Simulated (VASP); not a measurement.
# PbO (F-43m) in VASP: further runs, part 2 of 2

VASP 6.6.1. Earlier steps stand in the parts before.

### Step 3. Single point, r2SCAN (epitaxial_111 strain -2.3%)

Contents of POSCAR:

```
PbO
1.0
    0.1464144980      2.8810993118      2.8810993118
    2.8810993118      0.1464144980      2.8810993118
    2.8810993118      2.8810993118      0.1464144980
Pb O
1 1
Direct
    0.0025891283      0.0025891283      0.0025891283
    0.2474108717      0.2474108717      0.2474108717
```

Contents of INCAR.step1:

```
ALGO = Normal
EDIFF = 1E-4
ENCUT = 520
GGA = PE
ISMEAR = 0
LASPH = T
LCHARG = F
LREAL = F
LWAVE = T
NBANDS = 17
NELM = 100
PREC = Accurate
SIGMA = 0.01
```

Contents of INCAR.step2:

```
ALGO = Normal
EDIFF = 1E-6
ENCUT = 520
ISIF = 2
ISMEAR = 0
ISTART = 1
LASPH = T
LCHARG = F
LMIXTAU = T
LREAL = F
LWAVE = F
METAGGA = R2SCAN
NBANDS = 17
NELM = 100
PREC = Accurate
SIGMA = 0.01
```

Contents of KPOINTS:

```
k-points
0
Gamma
  8 8 8
```

Potentials or basis: VASP PAW PBE potentials, release 64 (Pb_d, O).

Run with:

```console
$ cat potpaw_PBE.64/Pb_d/POTCAR potpaw_PBE.64/O/POTCAR > POTCAR
$ cp INCAR.step1 INCAR
$ mpirun -np 1 vasp_std > vasp.out
$ cp INCAR.step2 INCAR
$ mpirun -np 1 vasp_std > vasp.out
```

OUTCAR:

```text
EDIFF = 1E-6
   ENCUT = 520
   ISIF = 2
   ISMEAR = 0
   ISTART = 1
   LASPH = T
   LREAL = F
   METAGGA = R2SCAN
   NELM = 100
   PREC = Accurate

 ion  position               nearest neighbor table
   1  0.003  0.003  0.003-   2 2.41   2 2.41   2 2.41   2 2.51
   2  0.247  0.247  0.247-   1 2.41   1 2.41   1 2.41   1 2.51

  LATTYP: Found a trigonal (rhomboedric) cell.
 ALAT       =     4.0771195340
 COS(alpha) =     0.5501086231

  Lattice vectors:

 A1 = (   0.1464144980,   2.8810993118,   2.8810993118)
 A2 = (   2.8810993118,   0.1464144980,   2.8810993118)
 A3 = (   2.8810993118,   2.8810993118,   0.1464144980)

Analysis of symmetry for initial positions (statically):
=====================================================================
 Subroutine PRICEL returns:
 Original cell was already a primitive cell.

 Routine SETGRP: Setting up the symmetry group for a
 trigonal (rhombohedral) supercell.

 Subroutine GETGRP returns: Found  6 space group operations
 (whereof  6 operations were pure point group operations)
 out of a pool of 12 trial point group operations.

The static configuration has the point symmetry C_3v.

Analysis of symmetry for dynamics (positions and initial velocities):
=====================================================================
 Subroutine PRICEL returns:
 Original cell was already a primitive cell.

 Routine SETGRP: Setting up the symmetry group for a
 trigonal (rhombohedral) supercell.

 Subroutine GETGRP returns: Found  6 space group operations
 (whereof  6 operations were pure point group operations)
 out of a pool of 12 trial point group operations.

The dynamic configuration has the point symmetry C_3v.

 Subroutine INISYM returns: Found  6 space group operations
 (whereof  6 operations are pure point group operations),
 and found     1 'primitive' translations

----------------------------------------------------------------------------------------

                                     Primitive cell

  volume of cell :      44.1876

  direct lattice vectors                    reciprocal lattice vectors
     0.146414498  2.881099312  2.881099312    -0.187367085  0.178305769  0.178305769
     2.881099312  0.146414498  2.881099312     0.178305769 -0.187367085  0.178305769
     2.881099312  2.881099312  0.146414498     0.178305769  0.178305769 -0.187367085

  length of vectors
     4.077119534  4.077119534  4.077119534     0.314153337  0.314153337  0.314153337

  position of ions in fractional coordinates (direct lattice)
     0.002589128  0.002589128  0.002589128
     0.247410872  0.247410872  0.247410872

  ion indices of the primitive-cell ions
   primitive index   ion index
                 1           1
                 2           2

----------------------------------------------------------------------------------------

 KPOINTS: k-points

Automatic generation of k-mesh.
 Grid dimensions read from file:
 generate k-points for:    8    8    8

 Generating k-lattice:

  Cartesian coordinates                     Fractional coordinates (reciprocal lattice)
    -0.023420886  0.022288221  0.022288221     0.125000000  0.000000000  0.000000000
     0.022288221 -0.023420886  0.022288221     0.000000000  0.125000000  0.000000000
     0.022288221  0.022288221 -0.023420886     0.000000000  0.000000000  0.125000000

  Length of vectors
     0.039269167  0.039269167  0.039269167

  Shift w.r.t. Gamma in fractional coordinates (k-lattice)
     0.000000000  0.000000000  0.000000000

 Subroutine IBZKPT returns following result:
 ===========================================

 Found     65 irreducible k-points:

 Following reciprocal coordinates:
            Coordinates               Weight
  0.000000  0.000000  0.000000      1.000000
  0.125000 -0.000000 -0.000000      6.000000
  0.250000 -0.000000 -0.000000      6.000000
  0.375000 -0.000000 -0.000000      6.000000
  0.500000 -0.000000 -0.000000      3.000000
  0.125000  0.125000  0.000000      6.000000
[... 16 lines left out ...]
  0.250000  0.125000  0.125000      6.000000
  0.375000  0.125000  0.125000      6.000000
 [... further k-points ...]
   k-points           NKPTS =     65   k-points in BZ     NKDIM =     65   number of bands    NBANDS=     17
   number of dos      NEDOS =    301   number of ions     NIONS =      2
   total plane-waves  NPLWV =  27000
   dimension x,y,z NGX =    30 NGY =   30 NGZ =   30
   dimension x,y,z NGXF=    60 NGYF=   60 NGZF=   60
   ions per type =               1   1
   NGX,Y,Z   is equivalent  to a cutoff of  12.23, 12.23, 12.23 a.u.
   NGXF,Y,Z  is equivalent  to a cutoff of  24.47, 24.47, 24.47 a.u.
 SYSTEM =  unknown system
   PREC   = accura    normal or accurate (medium, high low for compatibility)
   ISTART =      1    job   : 0-new  1-cont  2-samecut
   ICHARG =      0    charge: 1-file 2-atom 10-const
   ISPIN  =      1    spin polarized calculation?
   LNONCOLLINEAR =      F non collinear calculations
   LSORBIT =      F    spin-orbit coupling
   LASPH  =      T    aspherical Exc in radial PAW
   ENCUT  =  520.0 eV  38.22 Ry    6.18 a.u.   7.58  7.58  7.58*2*pi/ulx,y,z
   NELM   =    100;   NELMIN=  2; NELMDL=  0     # of ELM steps
   EDIFF  = 0.1E-05   stopping-criterion for ELM
   LREAL  =      F    real-space projection
   EDIFFG = 0.1E-04   stopping-criterion for IOM
   NSW    =      0    number of steps for IOM
   IBRION =     -1    ionic relax: 0-MD 1-quasi-New 2-CG
   NFREE  =      0    steps in history (QN), initial steepest desc. (CG)
   ISIF   =      2    stress and relaxation
   ISYM   =      2    0-nonsym 1-usesym 2-fastsym
   POTIM  = 0.5000    time-step for ionic-motion
   TEBEG  =    0.0;   TEEND  =   0.0 temperature during run
   PSTRESS=    0.0 pullay stress
   NELECT =      20.0000    total number of electrons
   NUPDOWN=      -1.0000    fix difference up-down
   EMIN   =  10.00;   EMAX   =-10.00  energy-range for DOS
   EFERMI =   0.00;   METHOD = LEGACY
   ISMEAR =     0;   SIGMA  =   0.01  broadening in eV -4-tet -1-fermi 0-gaus
   EFERMI_NEDOS =   21; number of points for ismear=-14 and -15
   IALGO  =     38    algorithm
   IMIX   =      4    mixing-type and parameters
     AMIX     =   0.40;   BMIX     =  1.00
     AMIX_MAG =   1.60;   BMIX_MAG =  1.00
  volume/ion in A,a.u.               =      22.09       149.10
  Fermi-wavevector in a.u.,A,eV,Ry     =   1.256950  2.375292 21.496174  1.579924
  Thomas-Fermi vector in A             =   2.390633
   LORBIT       =      0    0 simple, 1 ext, 2 COOP (PROOUT), +10 PAW based schemes
   METAGGA = R2SCAN    functional components
   LHFCALC =     F    Hartree Fock is set to
   AEXX    =    0.0000 exact exchange contribution
   IVDW    =     0    specifies the selected vdW correction
   LEPSILON=     F    determine dielectric tensor
   LRPA    =     F    only Hartree local field effects (RPA)
 non-spin polarized calculation
 Gauss-broadening in eV      SIGMA  =   0.01
  energy-cutoff  :      520.00
  volume of cell :       44.19
 maximum number of plane-waves:      1210
   NGX = 15   NGY = 15   NGZ = 15

 number of electron      19.9999998 magnetization

 Free energy of the ion-electron system (eV)
  ---------------------------------------------------
  ext. energy  EPLUGINS =         0.00000000
  ---------------------------------------------------
  free energy    TOTEN  =       -64.17778023 eV

  energy without entropy =      -64.17778023  energy(sigma->0) =      -64.17778023

 E-fermi :   4.4272     XC(G=0):  -9.8980

 val. band max:        4.3468631211   @ k =  -0.2500   0.5000   0.2500
 cond. band min:       5.1329695755   @ k =   0.5000   0.5000   0.0000
 fundamental gap:      0.7861064544
 Fermi energy:         4.4271699090

 k-point     1 :       0.0000    0.0000    0.0000
  band No.  band energies     occupation
      1     -14.2974      2.00000
      2     -12.5751      2.00000
      3     -12.5714      2.00000
      4     -12.5714      2.00000
      5     -12.4721      2.00000
      6     -12.4721      2.00000
[... 9 lines left out ...]
     16      17.3152      0.00000
     17      17.3152      0.00000
[... 441 lines left out ...]
 k-point    24 :       0.3750    0.1250    0.1250
  band No.  band energies     occupation
      1     -14.3436      2.00000
      2     -12.5497      2.00000
      3     -12.5255      2.00000
      4     -12.4693      2.00000
      5     -12.4615      2.00000
      6     -12.1500      2.00000
[... 9 lines left out ...]
     16      16.4513      0.00000
     17      18.3695      0.00000

 [... further k-points ...]

------------------------ aborting loop because EDIFF is reached ----------------------------------------

  FORCE on cell =-STRESS in cart. coord.  units (eV):
  Direction    XX          YY          ZZ          XY          YZ          ZX
  --------------------------------------------------------------------------------------
  -------------------------------------------------------------------------------------
  Total       -0.1692787     -0.1692787     -0.1692787      0.1123336      0.1123336      0.1123336
  in kB       -6.1378009     -6.1378009     -6.1378009      4.0730552      4.0730552      4.0730552
  external PRESSURE =      -6.1378009 kB  Pullay stress =       0.0000000 kB

 VOLUME and BASIS-vectors are now :
 -----------------------------------------------------------------------------
  energy-cutoff  :      520.00
  volume of cell :       44.19
      direct lattice vectors                 reciprocal lattice vectors
     0.146414498  2.881099312  2.881099312    -0.187367085  0.178305769  0.178305769
     2.881099312  0.146414498  2.881099312     0.178305769 -0.187367085  0.178305769
     2.881099312  2.881099312  0.146414498     0.178305769  0.178305769 -0.187367085

 POSITION                                       TOTAL-FORCE (eV/Angst)
 -----------------------------------------------------------------------------------
      0.01530      0.01530      0.01530         0.011935      0.011935      0.011935
      1.46186      1.46186      1.46186        -0.011935     -0.011935     -0.011935
 -----------------------------------------------------------------------------------
    total drift:                               -0.000203     -0.000203     -0.000203

  FREE ENERGIE OF THE ION-ELECTRON SYSTEM (eV)
  ---------------------------------------------------
  free  energy   TOTEN  =       -64.1777802274 eV

  energy  without entropy=      -64.1777802274  energy(sigma->0) =      -64.17778023
```

OSZICAR.step1:

```text
N       E                     dE             d eps       ncg     rms          rms(c)
DAV:   1     0.179318407586E+03    0.17932E+03   -0.10222E+04  2210   0.130E+03
DAV:   2     0.207172885119E+01   -0.17725E+03   -0.16838E+03  2350   0.343E+02
DAV:   3    -0.125523159102E+02   -0.14624E+02   -0.14537E+02  2716   0.108E+02
DAV:   4    -0.128853468218E+02   -0.33303E+00   -0.33275E+00  2752   0.177E+01
DAV:   5    -0.128962712355E+02   -0.10924E-01   -0.10923E-01  2943   0.314E+00    0.909E+00
DAV:   6    -0.106779567780E+02    0.22183E+01   -0.16797E+01  3366   0.303E+01    0.531E+00
DAV:   7    -0.103779611204E+02    0.30000E+00   -0.24817E+00  2652   0.124E+01    0.161E+00
DAV:   8    -0.104193829620E+02   -0.41422E-01   -0.64655E-01  2259   0.725E+00    0.173E+00
DAV:   9    -0.103545932350E+02    0.64790E-01   -0.10104E-01  2494   0.336E+00    0.336E-01
DAV:  10    -0.103551560657E+02   -0.56283E-03   -0.10448E-02  2485   0.723E-01    0.172E-01
DAV:  11    -0.103548866873E+02    0.26938E-03   -0.12469E-03  2616   0.284E-01    0.415E-02
DAV:  12    -0.103548922402E+02   -0.55529E-05   -0.14272E-04  1917   0.833E-02
   1 F= -.10354892E+02 E0= -.10354892E+02  d E =-.528364E-12
```

It took 94 s on 1 thread of Intel Xeon 6975P-C (Granite Rapids), shared host; peak memory 0.19 GiB.

Results:

* Free energy: -64.1778 eV
* Pressure: -0.6 GPa
* Largest force: 0.021 eV/Å
* Band gap on the k mesh: 0.79 eV, indirect (least direct gap 1.03 eV)

Forces in eV/Å, atoms in the order of the input:
```
Pb   0.012  0.012  0.012
O   -0.012 -0.012 -0.012
```

Caveat: the PAW data sets were made with another functional, which shifts forces and pressure a little; spin-orbit coupling is left out, which as a rule narrows the gap of such compounds by several tenths of an eV.
